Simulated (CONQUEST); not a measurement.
## Ga under changes of volume

One of the cells (17.718 Å³/atom); the others are scaled copies at fixed shape and fractional positions:

```
Ga
1.0
     2.76880    0.00000    0.00000
     0.00000    2.76880    0.00000
     0.00000    0.00000    4.62245
Ga
2
Direct
  0.00000 0.00000 0.00000
  0.50000 0.50000 0.50000
```

This isn't the form of Ga at room conditions, which is orthorhombic.

* Program: CONQUEST 1.3
* Functional: PBE
* Potentials or basis: PseudoDojo NC PBE, DZP, grid of 32 × 32 × 48 points
* k mesh: 10 × 10 × 6
* Occupations: fermi-dirac, width 0.05 eV
* Spin: no spin polarisation

| volume (Å³/atom) | energy over the lowest point (meV/atom) | pressure (GPa) |
| --- | --- | --- |
| 16.655 | 67.68 | 9.8 |
| 17.010 | 48.94 | 7.5 |
| 17.364 | 33.49 | 6.4 |
| 17.718 | 21.12 | 5.0 |
| 18.073 | ? | ? |
| 18.427 | 4.74 | 2.4 |
| 18.781 | 0.00 | 1.8 |

Problem. What does the run at 18.073 Å³/atom give?

Solution. Energy over the lowest point 11.30 meV/atom; pressure 3.6 GPa.

Worked out: A Birch-Murnaghan fit of order 3 (a polynomial in V^(-2/3)) to the other rows has no minimum within the range. It gives 11.64 meV/atom at 18.073 Å³/atom, against the run's 11.30, and -dE/dV = 3.7 GPa, against 3.6.

Energies are extrapolated to zero smearing.

Caveats: the basis of atomic orbitals isn't converged, which shifts pressures, moduli and gaps.
